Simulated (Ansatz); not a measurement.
A relaxation computed with Ansatz, from input to last step.

```yaml
crystal:
  lattice:
    - [2.5405704891, 0.0, 0.0]
    - [-1.2702852446, 2.2001985837, 0.0]
    - [0.0, 0.0, 7.0616308307]
  atoms:
    - { symbol: B, position: [0.0, 0.0, 0.5] }
    - { symbol: B, position: [0.3333333333, 0.6666666667, 0.0] }
    - { symbol: "N", position: [0.0, 0.0, 0.0] }
    - { symbol: "N", position: [0.6666666667, 0.3333333333, 0.5] }
basis:
  ecutwfc: 420
kpoints:
  mp_grid: { grid: [12, 12, 4] }
hamiltonian:
  xc: pbe
  dispersion: d3bj
scf:
  occupations: { method: gaussian, width: 0.02 }
output:
  forces: true
  stress: true
  eigenvalues: true
relax:
  adjacent_minimum: "off"
  f_tol: 0.01
  max_steps: 30
  cell: { stress_tol: 0.1, fix: [volume] }
```

```bash
ansatz run input.yaml --threads 1 --pin off --max-ram 2560MiB --backend cpu --events-out ev --progress --plain --runs-dir out
```

Level of theory: DFT PBE+D3(BJ), scalar-relativistic, plane waves, PAW in Ansatz 0.2.0.

The volume is held at 1.1 times that of the relaxed cell.

Of 6 frames 5 are shown, positions in Å and forces in eV/Å; the SCF threshold varies from step to step. Steps run on the plane waves of an earlier cell, with a Pulay correction in the pressure. The basis is chosen afresh for the last frame, the zero of the energies, and at times for earlier ones too; energy and pressure step there, also at an unchanged geometry.

```xyz
4
Lattice="2.5406 0.0000 0.0000 -1.2703 2.2002 0.0000 0.0000 0.0000 7.0616" Properties=species:S:1:pos:R:3:forces:R:3 pbc="T T T" step=1 free_energy_over_end_meV_per_atom=8.54 pressure_GPa=-8.96
B     0.0000    0.0000    3.5308    0.0000    0.0000    0.0000
B     0.0000    1.4668    0.0000    0.0000    0.0000    0.0000
N     0.0000    0.0000    0.0000    0.0000    0.0000    0.0000
N     1.2703    0.7334    3.5308    0.0000    0.0000    0.0000
4
Lattice="2.5222 0.0000 0.0000 -1.2611 2.1843 0.0000 0.0000 0.0000 7.1651" Properties=species:S:1:pos:R:3:forces:R:3 pbc="T T T" step=2 free_energy_over_end_meV_per_atom=1.44 pressure_GPa=-4.45
B     0.0000    0.0000    3.5825    0.0000    0.0000    0.0000
B     0.0000    1.4562    0.0000    0.0000    0.0000    0.0000
N     0.0000    0.0000    0.0000    0.0000    0.0000    0.0000
N     1.2611    0.7281    3.5825    0.0000    0.0000    0.0000
4
Lattice="2.5113 0.0000 0.0000 -1.2556 2.1748 0.0000 0.0000 0.0000 7.2272" Properties=species:S:1:pos:R:3:forces:R:3 pbc="T T T" step=3 free_energy_over_end_meV_per_atom=0.33 pressure_GPa=-1.70
B     0.0000    0.0000    3.6136    0.0000    0.0000    0.0000
B     0.0000    1.4499    0.0000    0.0000    0.0000    0.0000
N     0.0000    0.0000    0.0000    0.0000    0.0000    0.0000
N     1.2556    0.7249    3.6136    0.0000    0.0000    0.0000
4
Lattice="2.5113 0.0000 0.0000 -1.2556 2.1748 0.0000 0.0000 0.0000 7.2272" Properties=species:S:1:pos:R:3:forces:R:3 pbc="T T T" step=4 free_energy_over_end_meV_per_atom=0.00 pressure_GPa=-1.68
B     0.0000    0.0000    3.6136    0.0000    0.0000    0.0000
B     0.0000    1.4499    0.0000    0.0000    0.0000    0.0000
N     0.0000    0.0000    0.0000    0.0000    0.0000    0.0000
N     1.2556    0.7249    3.6136    0.0000    0.0000    0.0000
4
Lattice="2.5107 0.0000 0.0000 -1.2553 2.1743 0.0000 0.0000 0.0000 7.2308" Properties=species:S:1:pos:R:3:forces:R:3 pbc="T T T" step=6 free_energy_over_end_meV_per_atom=0.00 pressure_GPa=-1.51
B     0.0000    0.0000    3.6154    0.0000    0.0000    0.0000
B     0.0000    1.4495    0.0000    0.0000    0.0000    0.0000
N     0.0000    0.0000    0.0000    0.0000    0.0000    0.0000
N     1.2553    0.7248    3.6154    0.0000    0.0000    0.0000
```

Time: 19 s on 1 thread of Arm Neoverse V1, on a shared host, peak memory 0.32 GiB.